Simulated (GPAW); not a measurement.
# Hf (P6_3/mmc) in GPAW: notebook, part 2 of 2

GPAW 26.7.0. Earlier steps stand in the parts before.

### Step 5. Equation of state, PBE+U

run.py reads:

```python
from ase.eos import EquationOfState
from ase.io import Trajectory, read
from ase.units import GPa
from gpaw import GPAW, PW

atoms = read('POSCAR')

traj = Trajectory('eos.traj', 'w')
volumes, energies = [], []
for x in [0.94, 0.96, 0.98, 1.0, 1.02, 1.04, 1.06]:
    a = atoms.copy()
    a.set_cell(atoms.cell * x**(1 / 3), scale_atoms=True)
    calc = GPAW(mode=PW(600),
                xc='PBE',
                kpts={'size': (7, 7, 4), 'gamma': True},
                occupations={'name': 'fermi-dirac', 'width': 0.05},
                setups={'Hf': ':d,4.5'},
                nbands=24,
                convergence={'density': 1e-05, 'energy': 1e-05},
                maxiter=150,
                txt=f'eos-{x:.2f}.txt')
    a.calc = calc
    energies.append(a.get_potential_energy(force_consistent=True))
    volumes.append(a.get_volume())
    p = -a.get_stress()[:3].mean() / GPa
    calc.write(f'eos-{x:.2f}.gpw')
    traj.write(a)
    print(f'{x:.2f} {volumes[-1]:10.4f} A^3 {energies[-1]:14.6f} eV {p:9.3f} GPa', flush=True)

v0, e0, B = EquationOfState(volumes, energies, eos='birchmurnaghan').fit()
print(f'V0 = {v0:.4f} A^3, E0 = {e0:.6f} eV, B0 = {B / GPa:.2f} GPa')
```

POSCAR reads:

```
Hf
1.0
    3.1967000000      0.0000000000      0.0000000000
   -1.5983500000      2.7684234083      0.0000000000
    0.0000000000      0.0000000000      5.0578000000
Hf
2
Direct
    0.6666666667      0.3333333333      0.7500000000
    0.3333333333      0.6666666667      0.2500000000
```

The run is started by

```console
> OMP_NUM_THREADS=1 python run.py
```

It took 2.3 min on 1 thread of Arm Neoverse V1, shared host; peak memory 0.25 GiB.

Results (log left out):

```yaml
Equilibrium_volume: "25.83 Å³/atom (rough: see the caveat)"
Bulk_modulus_at_fixed_shape_and_positions: 101 GPa (rough)
```

Energy against volume, from the lowest point:
| volume (Å³/atom) | energy (meV/atom) |
| --- | --- |
| 21.037 | 310.41 |
| 21.485 | 235.81 |
| 21.933 | 171.30 |
| 22.380 | 116.09 |
| 22.828 | 69.56 |
| 23.276 | 31.06 |
| 23.723 | 0.00 |

Caveat: the minimum lies outside the volumes run; the cell was scaled at fixed shape and fractional positions, which overstates the stiffness of a crystal with free parameters, most of all of layers and chains; the U is typed as a test and isn't derived for this compound. The run has no spin-orbit coupling, so splittings on Hf are missing.

### Step 6. Band structure, SCAN, spin-orbit coupling, no magnetisation

run.py reads:

```python
import numpy as np
from ase.dft.bandgap import bandgap
from ase.io import read, write
from ase.units import GPa
from gpaw import GPAW, PW
from gpaw.spinorbit import soc_eigenstates

atoms = read('Hf.cif')

calc = GPAW(mode=PW(600),
            xc='MGGA_X_SCAN+MGGA_C_SCAN',
            kpts={'size': (7, 7, 4), 'gamma': True},
            occupations={'name': 'fermi-dirac', 'width': 0.05},
            nbands=24,
            convergence={'density': 1e-05, 'energy': 1e-05},
            maxiter=150,
            txt='gpaw.txt')
atoms.calc = calc
energy = atoms.get_potential_energy()
forces = atoms.get_forces()
stress = atoms.get_stress()
calc.write('gs.gpw')
write('result.traj', atoms)
print(f'Energy: {energy:.6f} eV')
print('Forces (eV/A):')
print(forces.round(4))
print('Stress (GPa):', (stress / GPa).round(3))
print('Fermi level:', round(calc.get_fermi_level(), 4), 'eV')
print(f'Gap: {bandgap(calc)[0]:.4f} eV, direct: {bandgap(calc, direct=True)[0]:.4f} eV')

path = atoms.cell.bandpath('GMKGALHA,LM,KH', npoints=80, eps=1e-4)
bs_calc = calc.fixed_density(kpts=path, symmetry='off', nbands=36,
                             convergence={'bands': 'CBM+6.0', 'eigenstates': 1e-6}, txt='bands.txt')
bs = bs_calc.band_structure()
bs.write('bs.json')
print(f'Gap on the path: {bandgap(bs_calc)[0]:.4f} eV')

soc = soc_eigenstates(bs_calc, theta=54.7, phi=45, ignore_xc_potential=True)
np.savetxt('soc_bands.dat', soc.eigenvalues(), fmt='%.4f')
mesh = soc_eigenstates('gs.gpw', theta=54.7, phi=45, ignore_xc_potential=True)
np.savetxt('soc_mesh.dat', mesh.eigenvalues(), fmt='%.4f')
print('Fermi level with spin-orbit coupling:', round(mesh.fermi_level, 4), 'eV')
```

Hf.cif reads:

```cif
data_Hf
_cell_length_a 3.19670000
_cell_length_b 3.19670000
_cell_length_c 5.05780000
_cell_angle_alpha 90.00000000
_cell_angle_beta 90.00000000
_cell_angle_gamma 120.00000000
_space_group_name_H-M_alt 'P6_3/mmc'
_space_group_name_Hall '-P 6c 2c'
_space_group_IT_number 194
loop_
_space_group_symop_operation_xyz
'x,y,z'
'-x,-y,-z'
'x-y,x,z+1/2'
'-x+y,-x,-z+1/2'
'-y,x-y,z'
'y,-x+y,-z'
'-x,-y,z+1/2'
'x,y,-z+1/2'
'-x+y,-x,z'
'x-y,x,-z'
'y,-x+y,z+1/2'
'-y,x-y,-z+1/2'
'-y,-x,-z+1/2'
'y,x,z+1/2'
'-x,-x+y,-z'
'x,x-y,z'
'-x+y,y,-z+1/2'
'x-y,-y,z+1/2'
'y,x,-z'
'-y,-x,z'
'x,x-y,-z+1/2'
'-x,-x+y,z+1/2'
'x-y,-y,-z'
'-x+y,y,z'
loop_
_atom_site_label
_atom_site_type_symbol
_atom_site_symmetry_multiplicity
_atom_site_Wyckoff_symbol
_atom_site_fract_x
_atom_site_fract_y
_atom_site_fract_z
_atom_site_occupancy
Hf1 Hf 2 c 0.6666666667 0.3333333333 0.7500000000 1
```

Potentials or basis: GPAW PAW data sets (gpaw-data 1.2.1), pw.

The run is started by

```console
> OMP_NUM_THREADS=1 python run.py
```

Run time: 95 s. Hardware: 1 thread of Arm Neoverse V2, shared host; peak memory 0.41 GiB.

Results (log left out):

| Item | Value |
| --- | --- |
| Free energy | -80.9461 eV |
| Pressure | -3.3 GPa |
| Band gap along the path | none (metal or under the smearing width) |

Stress tensor (GPa, compression positive):
```
-3.62  0.00  0.00
 0.00 -3.62  0.00
 0.00  0.00 -2.56
```

Levels at the corners of the path, in eV from the Fermi level:
| point | band 21 | band 22 | band 23 | band 24 | band 25 | band 26 | band 27 | band 28 |
| --- | --- | --- | --- | --- | --- | --- | --- | --- |
| Γ | 0.63 | 0.63 | 0.98 | 0.98 | 1.36 | 1.36 | 1.38 | 1.38 |
| M | -2.36 | -2.36 | -0.89 | -0.89 | 0.73 | 0.74 | 0.84 | 0.84 |
| K | -1.76 | -1.76 | -1.56 | -1.56 | 0.30 | 0.30 | 0.40 | 0.40 |
| Γ | 0.63 | 0.63 | 0.98 | 0.98 | 1.36 | 1.36 | 1.38 | 1.38 |
| A | 0.05 | 0.05 | 0.06 | 0.06 | 0.91 | 0.91 | 0.91 | 0.91 |
| L | -1.10 | -1.10 | -1.10 | -1.10 | 1.13 | 1.13 | 1.13 | 1.13 |
| H | -1.75 | -1.75 | -1.38 | -1.38 | -0.51 | -0.51 | -0.11 | -0.11 |
| A | 0.05 | 0.05 | 0.06 | 0.06 | 0.91 | 0.91 | 0.91 | 0.91 |
| L | -1.10 | -1.10 | -1.10 | -1.10 | 1.13 | 1.13 | 1.13 | 1.13 |
| M | -2.36 | -2.36 | -0.89 | -0.89 | 0.73 | 0.74 | 0.84 | 0.84 |
| K | -1.76 | -1.76 | -1.56 | -1.56 | 0.30 | 0.30 | 0.40 | 0.40 |
| H | -1.75 | -1.75 | -1.38 | -1.38 | -0.51 | -0.51 | -0.11 | -0.11 |

Caveat: spin-orbit coupling was added after a scalar SCF, so levels and gaps hold it while energy, forces, pressure and moments don't; this program's spin-orbit splittings come out too wide for heavy elements; the PAW data sets were made with another functional, which shifts forces and pressure a little.

### Step 7. Overview

```csv
task,level,potentials or basis,spin,U,band path,band points,spin axis theta (degrees),spin axis phi (degrees),pressure (GPa)
band structure,PBEint,"PAW data sets generated in the run's folder for this functional, pw","SOC, no magnetisation",-,"GMKGALHA,LM,KH",100,0,0,-1.5
equation of state,vdW-DF2,"GPAW PAW data sets (gpaw-data 1.2.1), pw",off,-,-,-,-,-,-
band structure,TASK,"GPAW PAW data sets (gpaw-data 1.2.1), pw","SOC, no magnetisation",-,"GMKGALHA,LM,KH",60,54.7,45,5.1
equation of state,PBE+U,"GPAW PAW data sets (gpaw-data 1.2.1), pw",off,Hf d U = 4.5 eV,-,-,-,-,-
band structure,SCAN,"GPAW PAW data sets (gpaw-data 1.2.1), pw","SOC, no magnetisation",-,"GMKGALHA,LM,KH",80,54.7,45,-3.3
```

Alike in all rows: cell as given; k mesh 7 × 7 × 4; cutoff (eV) 600; smearing fermi-dirac 0.05 eV.

Caveats: spin-orbit coupling was added after a scalar SCF, so levels and gaps hold it while energy, forces, pressure and moments don't (some runs); this program's spin-orbit splittings come out too wide for heavy elements (some runs); the PAW data sets were made with another functional, which shifts forces and pressure a little (some runs); the minimum lies outside the volumes run (some runs); the cell was scaled at fixed shape and fractional positions, which overstates the stiffness of a crystal with free parameters, most of all of layers and chains (some runs); the U is typed as a test and isn't derived for this compound (some runs).

Absolute energies hang on the potentials; compare differences alone.
